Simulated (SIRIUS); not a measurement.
**CaSe under changes of volume**

One of the cells (25.829 Å³/atom); the others are scaled copies at fixed shape and fractional positions:

```
Se Ca
1.0
     0.00000    2.95600    2.95600
     2.95600    0.00000    2.95600
     2.95600    2.95600    0.00000
Se Ca
1 1
Direct
  0.50000 0.50000 0.50000
  0.00000 0.00000 0.00000
```

| Item | Value |
| --- | --- |
| Program | SIRIUS 7.12.0 |
| Functional | PBEsol |
| Potentials or basis | all-electron FP-LAPW |
| Cutoff | 167 eV |
| Basis | apw+lo standard |
| k mesh | 8 × 8 × 8 |
| Occupations | fermi-dirac, width 0.05 eV |
| Spin | no spin polarisation |

```csv
volume (Å³/atom),energy over the lowest point (meV/atom),gap on the mesh (eV)
24.280,6.55,1.77
24.796,1.26,1.83
25.313,0.00,1.88
25.829,2.15,1.93
26.346,7.11,1.98
26.863,?,?
27.379,25.33,2.07
```

**Question.** What does the run at 26.863 Å³/atom give?

**Answer.** Energy over the lowest point 14.98 meV/atom; gap on the mesh 2.03 eV.

Worked out: A Birch-Murnaghan fit of order 3 (a polynomial in V^(-2/3)) to the other rows has its minimum at 25.25 Å³/atom with B0 = V·E''(V) = 53 GPa and B' = 4.7. It gives 15.05 meV/atom at 26.863 Å³/atom, against the run's 14.98. A straight line through the other rows of the gap, of slope 2.48 eV per unit of ln V, gives 2.03 eV, against the run's 2.03.

Energies are extrapolated to zero smearing.

A mesh can miss the band edges. Spin-orbit coupling on Se is left out.
